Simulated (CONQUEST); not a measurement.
Crystal: CdS (Greenockite).

```
Cd S
1.0
     4.15000    0.00000    0.00000
     0.00000    6.73700    0.00000
     0.00000    0.00000    7.18801
Cd S
4 4
Direct
  0.00864 0.49822 0.32619
  0.50864 0.49822 0.82619
  0.49765 0.00239 0.16618
  0.99765 0.00239 0.66618
  0.00125 0.87277 0.33129
  0.50125 0.87277 0.83129
  0.00080 0.37511 0.66969
  0.50080 0.37511 0.16969
```

The cell isn't the ideal one: atoms moved at random, drawn with an rms of 0.05 Å.

Base run:

| Item | Value |
| --- | --- |
| Program | CONQUEST 1.3 |
| Functional | PBE |
| Potentials or basis | PseudoDojo NC PBE, SZ, grid cutoff 120 Ha |
| k mesh | 7 × 4 × 4 |
| Occupations | fermi-dirac, width 0.05 eV |
| Spin | no spin polarisation |

Its results: band gap on the k mesh 0.52 eV; pressure 9.6 GPa; largest force 0.613 eV/Å.

The run is repeated on the same cell with these changes: potentials or basis from PseudoDojo NC PBE, SZ, grid cutoff 120 Ha to PseudoDojo NC PBE, DZP, grid cutoff 120 Ha. What comes out?

Band gap on the k mesh 1.35 eV; pressure 3.1 GPa; largest force 0.456 eV/Å.

Caveats: the box holds several primitive cells, so bands are folded and the points are those of the box's own zone; the basis of atomic orbitals isn't converged, which shifts pressures, moduli and gaps; the atomic basis is small (some runs).

